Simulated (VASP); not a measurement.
# KBr in VASP: a series of runs

Runs on KBr. Level: PBE. Tasks: single point.

Everything below comes from runs of VASP 6.6.1. Logs are shortened: lines on timing, memory, paths and dates and some standing lists are left out, and cuts for length are marked.

**1. The cell of the first run**

The cell holds a slab with vacuum, 4 atoms: a = 4.737 Å, b = 4.737 Å, c = 17.350 Å, α = 90.00°, β = 90.00°, γ = 90.00°.

**2. Single point, PBE (clean slab, lower half held)**

Input file INCAR:

```
SYSTEM = KBr
ALGO     = Normal         ! electronic algorithm
DIPOL    = 0.5 0.5 0.499
EDIFF    = 1E-7           ! SCF threshold, eV
ENCUT    = 520            ! plane-wave cutoff, eV
GGA      = PE             ! functional
IDIPOL   = 3            
ISIF     = 2              ! what is computed and relaxed
ISMEAR   = 0              ! smearing method
LASPH    = .TRUE.         ! aspherical terms in the spheres
LCHARG   = .TRUE.         ! write CHGCAR
LDIPOL   = .TRUE.       
LELF     = .TRUE.         ! ELF
LREAL    = .FALSE.        ! projectors in reciprocal space
LVACPOTAV= .TRUE.       
LVHAR    = .TRUE.       
LWAVE    = .FALSE.        ! write WAVECAR
NBANDS   = 24             ! bands
NELM     = 100            ! most SCF steps
PREC     = Accurate       ! precision mode
SIGMA    = 0.05           ! smearing width, eV
```

Input file KPOINTS:

```
k-points
0
G
  6 6 1
  0 0 0
```

Input file POSCAR:

```
KBr
1.0
    4.7373024294      0.0000000000      0.0000000000
    0.0000000000      4.7373024294      0.0000000000
    0.0000000000      0.0000000000     17.3497786724
K Br
2 2
Direct
    0.5000000000      0.5000000000      0.4034633601
    0.0000000000      0.0000000000      0.5924490216
    0.0000000000      0.0000000000      0.4034633601
    0.5000000000      0.5000000000      0.5960525992
```

Potentials or basis: VASP PAW PBE potentials, release 64 (K_sv, Br).

Started as:

```
$ cat potpaw_PBE.64/K_sv/POTCAR potpaw_PBE.64/Br/POTCAR > POTCAR
$ mpirun -np 1 vasp_std > vasp.out
```

OUTCAR:

```text
SYSTEM = KBr
   EDIFF = 1E-7
   ENCUT = 520
   GGA = PE
   ISIF = 2
   ISMEAR = 0
   LASPH = .TRUE.
   LREAL = .FALSE.
   NELM = 100
   PREC = Accurate

 ion  position               nearest neighbor table
   1  0.500  0.500  0.403-
   2  0.000  0.000  0.592-   3 3.28
   3  0.000  0.000  0.403-   2 3.28
   4  0.500  0.500  0.596-

  LATTYP: Found a simple tetragonal cell.
 ALAT       =     4.7373024294
 C/A-ratio  =     3.6623751451

  Lattice vectors:

 A1 = (   4.7373024294,   0.0000000000,   0.0000000000)
 A2 = (   0.0000000000,   4.7373024294,   0.0000000000)
 A3 = (   0.0000000000,   0.0000000000,  17.3497786724)

Analysis of symmetry for initial positions (statically):
=====================================================================
 Subroutine PRICEL returns:
 Original cell was already a primitive cell.

 Routine SETGRP: Setting up the symmetry group for a
 simple tetragonal supercell.

 Subroutine GETGRP returns: Found  8 space group operations
 (whereof  8 operations were pure point group operations)
 out of a pool of 16 trial point group operations.

The static configuration has the point symmetry C_4v.

Analysis of symmetry for dynamics (positions and initial velocities):
=====================================================================
 Subroutine PRICEL returns:
 Original cell was already a primitive cell.

 Routine SETGRP: Setting up the symmetry group for a
 simple tetragonal supercell.

 Subroutine GETGRP returns: Found  8 space group operations
 (whereof  8 operations were pure point group operations)
 out of a pool of 16 trial point group operations.

The dynamic configuration has the point symmetry C_4v.

 Subroutine INISYM returns: Found  8 space group operations
 (whereof  8 operations are pure point group operations),
 and found     1 'primitive' translations

----------------------------------------------------------------------------------------

                                     Primitive cell

  volume of cell :     389.3643

  direct lattice vectors                    reciprocal lattice vectors
     4.737302429  0.000000000  0.000000000     0.211090597  0.000000000  0.000000000
     0.000000000  4.737302429  0.000000000     0.000000000  0.211090597  0.000000000
     0.000000000  0.000000000 17.349778672     0.000000000  0.000000000  0.057637623

  length of vectors
     4.737302429  4.737302429 17.349778672     0.211090597  0.211090597  0.057637623

  position of ions in fractional coordinates (direct lattice)
     0.500000000  0.500000000  0.403463360
     0.000000000  0.000000000  0.592449022
     0.000000000  0.000000000  0.403463360
     0.500000000  0.500000000  0.596052599

  ion indices of the primitive-cell ions
   primitive index   ion index
                 1           1
                 2           2
                 3           3
                 4           4

----------------------------------------------------------------------------------------

 KPOINTS: k-points

Automatic generation of k-mesh.
 Grid dimensions read from file:
 generate k-points for:    6    6    1

 Generating k-lattice:

  Cartesian coordinates                     Fractional coordinates (reciprocal lattice)
     0.035181766  0.000000000  0.000000000     0.166666667  0.000000000  0.000000000
     0.000000000  0.035181766  0.000000000     0.000000000  0.166666667  0.000000000
     0.000000000  0.000000000  0.057637623     0.000000000  0.000000000  1.000000000

  Length of vectors
     0.035181766  0.035181766  0.057637623

  Shift w.r.t. Gamma in fractional coordinates (k-lattice)
     0.000000000  0.000000000  0.000000000

 Subroutine IBZKPT returns following result:
 ===========================================

 Found     10 irreducible k-points:

 Following reciprocal coordinates:
            Coordinates               Weight
  0.000000  0.000000  0.000000      1.000000
  0.166667  0.000000  0.000000      4.000000
  0.333333  0.000000  0.000000      4.000000
  0.500000  0.000000  0.000000      2.000000
  0.166667  0.166667  0.000000      4.000000
  0.333333  0.166667  0.000000      8.000000
  0.500000  0.166667  0.000000      4.000000
  0.333333  0.333333  0.000000      4.000000
  0.500000  0.333333  0.000000      4.000000
  0.500000  0.500000  0.000000      1.000000
   k-points           NKPTS =     10   k-points in BZ     NKDIM =     10   number of bands    NBANDS=     24
   number of dos      NEDOS =    301   number of ions     NIONS =      4
   total plane-waves  NPLWV = 181440
   dimension x,y,z NGX =    36 NGY =   36 NGZ =  140
   dimension x,y,z NGXF=    72 NGYF=   72 NGZF=  280
   ions per type =               2   2
   NGX,Y,Z   is equivalent  to a cutoff of  12.63, 12.63, 13.41 a.u.
   NGXF,Y,Z  is equivalent  to a cutoff of  25.27, 25.27, 26.83 a.u.
 SYSTEM =  KBr
   PREC   = accura    normal or accurate (medium, high low for compatibility)
   ISTART =      0    job   : 0-new  1-cont  2-samecut
   ICHARG =      2    charge: 1-file 2-atom 10-const
   ISPIN  =      1    spin polarized calculation?
   LNONCOLLINEAR =      F non collinear calculations
   LSORBIT =      F    spin-orbit coupling
   LASPH  =      T    aspherical Exc in radial PAW
   ENCUT  =  520.0 eV  38.22 Ry    6.18 a.u.   8.81  8.81 32.26*2*pi/ulx,y,z
   NELM   =    100;   NELMIN=  2; NELMDL= -5     # of ELM steps
   EDIFF  = 0.1E-06   stopping-criterion for ELM
   LREAL  =      F    real-space projection
   EDIFFG = 0.1E-05   stopping-criterion for IOM
   NSW    =      0    number of steps for IOM
   IBRION =     -1    ionic relax: 0-MD 1-quasi-New 2-CG
   NFREE  =      0    steps in history (QN), initial steepest desc. (CG)
   ISIF   =      2    stress and relaxation
   ISYM   =      2    0-nonsym 1-usesym 2-fastsym
   POTIM  = 0.5000    time-step for ionic-motion
   TEBEG  =    0.0;   TEEND  =   0.0 temperature during run
   PSTRESS=    0.0 pullay stress
   NELECT =      32.0000    total number of electrons
   NUPDOWN=      -1.0000    fix difference up-down
   EMIN   =  10.00;   EMAX   =-10.00  energy-range for DOS
   EFERMI =   0.00;   METHOD = LEGACY
   ISMEAR =     0;   SIGMA  =   0.05  broadening in eV -4-tet -1-fermi 0-gaus
   EFERMI_NEDOS =   21; number of points for ismear=-14 and -15
   IALGO  =     38    algorithm
   IMIX   =      4    mixing-type and parameters
     AMIX     =   0.40;   BMIX     =  1.00
     AMIX_MAG =   1.60;   BMIX_MAG =  1.00
  volume/ion in A,a.u.               =      97.34       656.89
  Fermi-wavevector in a.u.,A,eV,Ry     =   0.711770  1.345050  6.892929  0.506616
  Thomas-Fermi vector in A             =   1.798969
   LORBIT       =      0    0 simple, 1 ext, 2 COOP (PROOUT), +10 PAW based schemes
   GGA     = PE    functional components
   LHFCALC =     F    Hartree Fock is set to
   AEXX    =    0.0000 exact exchange contribution
   IVDW    =     0    specifies the selected vdW correction
   LEPSILON=     F    determine dielectric tensor
   LRPA    =     F    only Hartree local field effects (RPA)
 non-spin polarized calculation
 Gauss-broadening in eV      SIGMA  =   0.05
  energy-cutoff  :      520.00
  volume of cell :      389.36
 maximum number of plane-waves:     10544
 NGX is ok and might be reduce to    36
   NGX = 17   NGY = 17   NGZ = 65

 dipolmoment           0.000000      0.000000     -0.000097 electrons x Angstroem

 number of electron      31.9999994 magnetization

 dipolmoment           0.000000      0.000000      0.027816 electrons x Angstroem

 Free energy of the ion-electron system (eV)
  ---------------------------------------------------
  ext. energy  EPLUGINS =         0.00000000
  ---------------------------------------------------
  free energy    TOTEN  =       -12.16041277 eV

  energy without entropy =      -12.16041277  energy(sigma->0) =      -12.16041277

 E-fermi :  -4.0218     XC(G=0):  -3.2889

 val. band max:       -4.3039444952   @ k =   0.0000   0.0000   0.0000
 cond. band min:      -0.0099932465   @ k =   0.0000   0.0000   0.0000
 fundamental gap:      4.2939512487
 Fermi energy:        -4.0218180499

 k-point     1 :       0.0000    0.0000    0.0000
  band No.  band energies     occupation
      1     -32.5213      2.00000
      2     -32.3968      2.00000
      3     -16.5265      2.00000
      4     -16.4128      2.00000
      5     -15.9902      2.00000
      6     -15.9871      2.00000
[... 16 lines left out ...]
     23       2.6662      0.00000
     24       3.7422      0.00000

 k-point     2 :       0.1667    0.0000    0.0000
  band No.  band energies     occupation
      1     -32.5209      2.00000
      2     -32.3965      2.00000
      3     -16.5842      2.00000
      4     -16.4689      2.00000
      5     -16.0119      2.00000
      6     -15.9846      2.00000
[... 16 lines left out ...]
     23       2.9702      0.00000
     24       3.5242      0.00000

 k-point     3 :       0.3333    0.0000    0.0000
  band No.  band energies     occupation
      1     -32.5202      2.00000
      2     -32.3957      2.00000
      3     -16.6760      2.00000
      4     -16.5596      2.00000
      5     -16.0233      2.00000
      6     -15.9797      2.00000
[... 16 lines left out ...]
     23       3.5103      0.00000
     24       3.6397      0.00000
[... 136 lines left out ...]
 k-point     9 :       0.5000    0.3333    0.0000
  band No.  band energies     occupation
      1     -32.5189      2.00000
      2     -32.3944      2.00000
      3     -16.5569      2.00000
      4     -16.4464      2.00000
      5     -16.0138      2.00000
      6     -16.0048      2.00000
[... 16 lines left out ...]
     23       3.9323      0.00000
     24       3.9646      0.00000

 k-point    10 :       0.5000    0.5000    0.0000
  band No.  band energies     occupation
      1     -32.5186      2.00000
      2     -32.3941      2.00000
      3     -16.4802      2.00000
      4     -16.3763      2.00000
      5     -16.0237      2.00000
      6     -16.0237      2.00000
[... 16 lines left out ...]
     23       4.0070      0.00000
     24       4.0575      0.00000

------------------------ aborting loop because EDIFF is reached ----------------------------------------

  FORCE on cell =-STRESS in cart. coord.  units (eV):
  Direction    XX          YY          ZZ          XY          YZ          ZX
  --------------------------------------------------------------------------------------
  -------------------------------------------------------------------------------------
  Total       -0.6591668     -0.6591668      0.0012685      0.0000000     -0.0000000     -0.0000000
  in kB       -2.7123753     -2.7123753      0.0052196      0.0000000     -0.0000000     -0.0000000
  external PRESSURE =      -1.8065103 kB  Pullay stress =       0.0000000 kB

 VOLUME and BASIS-vectors are now :
 -----------------------------------------------------------------------------
  energy-cutoff  :      520.00
  volume of cell :      389.36
      direct lattice vectors                 reciprocal lattice vectors
     4.737302429  0.000000000  0.000000000     0.211090597  0.000000000  0.000000000
     0.000000000  4.737302429  0.000000000     0.000000000  0.211090597  0.000000000
     0.000000000  0.000000000 17.349778672     0.000000000  0.000000000  0.057637623

 POSITION                                       TOTAL-FORCE (eV/Angst)
 -----------------------------------------------------------------------------------
      2.36865      2.36865      7.00000        -0.000000      0.000000      0.092529
      0.00000      0.00000     10.27886        -0.000000      0.000000      0.005951
      0.00000      0.00000      7.00000         0.000000      0.000000     -0.097555
      2.36865      2.36865     10.34138        -0.000000     -0.000000     -0.000925
 -----------------------------------------------------------------------------------
    total drift:                                0.000000      0.000000     -0.000200

  FREE ENERGIE OF THE ION-ELECTRON SYSTEM (eV)
  ---------------------------------------------------
  free  energy   TOTEN  =       -12.1604127656 eV

  energy  without entropy=      -12.1604127656  energy(sigma->0) =      -12.16041277

 vacuum level on the upper side and lower side of the slab         1.677         1.452
```

Run time: 99 s. Hardware: 1 thread of Intel Xeon Platinum 8488C (Sapphire Rapids), shared host; peak memory 0.47 GiB.

Results:

```
Free energy                            : -12.1604 eV
Largest force                          : 0.098 eV/Å
Band gap on the k mesh                 : 4.29 eV, direct
Ionisation potential of the upper face : 5.98 eV
```

Forces in eV/Å, atoms in the order of the input:
```
K    0.000  0.000  0.093
K    0.000  0.000  0.006
Br   0.000  0.000 -0.098
Br   0.000  0.000 -0.001
```

Levels at points of the mesh, in eV from the valence-band top:
```tsv
k point	band 12	band 13	band 14	band 15	band 16	band 17	band 18	band 19	band 20	band 21
(0.00, 0.00, 0.00)	-0.18	-0.18	-0.16	0.00	0.00	4.29	5.06	5.80	6.11	6.72
(0.50, 0.00, 0.00)	-0.83	-0.30	-0.27	-0.18	-0.18	6.20	6.34	6.40	6.48	7.34
(0.50, 0.50, 0.00)	-0.63	-0.35	-0.35	-0.25	-0.14	6.35	6.35	6.87	7.01	7.62
```

**3. Single point, PBE (the clean substrate in the cell of the map)**

Input file INCAR:

```
SYSTEM = KBr
ALGO = Fast
DIPOL = 0.5 0.5 0.300
EDIFF = 1E-6
ENCUT = 520
GGA = PE
IDIPOL = 3
ISIF = 2
ISMEAR = 0
LASPH = .TRUE.
LCHARG = .FALSE.
LDIPOL = .TRUE.
LREAL = .FALSE.
LWAVE = .FALSE.
NBANDS = 24
NELM = 100
PREC = Accurate
SIGMA = 0.05
```

KPOINTS is that of step 2.

Input file POSCAR:

```
KBr
1.0
    4.7373024294      0.0000000000      0.0000000000
    0.0000000000      4.7373024294      0.0000000000
    0.0000000000      0.0000000000     18.8413806728
K Br
2 2
Direct
    0.5000000000      0.5000000000      0.2122986669
    0.0000000000      0.0000000000      0.3863230368
    0.0000000000      0.0000000000      0.2122986669
    0.5000000000      0.5000000000      0.3896413326
```

Potentials or basis: VASP PAW PBE potentials, release 64 (K_sv, Br).

Started as:

```
$ cat potpaw_PBE.64/K_sv/POTCAR potpaw_PBE.64/Br/POTCAR > POTCAR
$ mpirun -np 1 vasp_std > vasp.out
```

Wall time 2.1 min (1 thread of Intel Xeon Platinum 8488C (Sapphire Rapids), shared host); peak memory 0.45 GiB.

It converged, with:

| Item | Value |
| --- | --- |
| Free energy | -12.1604 eV |
| Largest force | 0.098 eV/Å |
| Band gap on the k mesh | 4.30 eV, direct |

Forces in eV/Å, atoms in the order of the input:
```
K    0.000  0.000  0.095
K    0.000  0.000  0.004
Br   0.000  0.000 -0.098
Br   0.000  0.000 -0.001
```

Levels at points of the mesh, in eV from the valence-band top:
```csv
k point,band 13,band 14,band 15,band 16,band 17,band 18,band 19,band 20
"(0.00, 0.00, 0.00)",-0.18,-0.16,0.00,0.00,4.30,5.05,5.80,6.11
"(0.50, 0.00, 0.00)",-0.30,-0.27,-0.18,-0.18,6.20,6.35,6.40,6.48
"(0.50, 0.50, 0.00)",-0.35,-0.35,-0.25,-0.14,6.35,6.35,6.87,7.01
```
